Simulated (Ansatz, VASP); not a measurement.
**CdS: VASP beside Ansatz**

```
Cd S
1.0
     0.00000    2.91231    2.91231
     2.91231    0.00000    2.91231
     2.91231    2.91231    0.00000
Cd S
1 1
Direct
  0.00000 0.00000 0.00000
  0.25000 0.25000 0.25000
```

Alike in both runs: functional PBEsol; k mesh 8 × 8 × 8; occupations gaussian, width 0.02 eV; no spin polarisation.

Ansatz relaxed the structure, and its values are those at the end. VASP's run is a single point on that final structure, the one shown.

|  | VASP | Ansatz |
| --- | --- | --- |
| version | VASP 6.6.1 | Ansatz 0.2.0 |
| potentials or method | VASP PAW PBE potentials, release 64 (Cd, S) | scalar-relativistic, plane waves, PAW |
| plane-wave cutoff (eV) | 520 | 420 |
| valence electrons in the cell | 18 | 26 |

```csv
,VASP,Ansatz,Ansatz less VASP
gap on the k mesh at the Fermi level (eV),1.02,1.01,-0.005
least direct gap on the mesh (eV),1.02,1.01,-0.005
pressure (GPa),0.4,0.0,-0.39
```

The two sets of potentials don't hold the same shells in valence.

Caveats: the PAW data sets were made with another functional, which shifts forces and pressure a little (VASP).
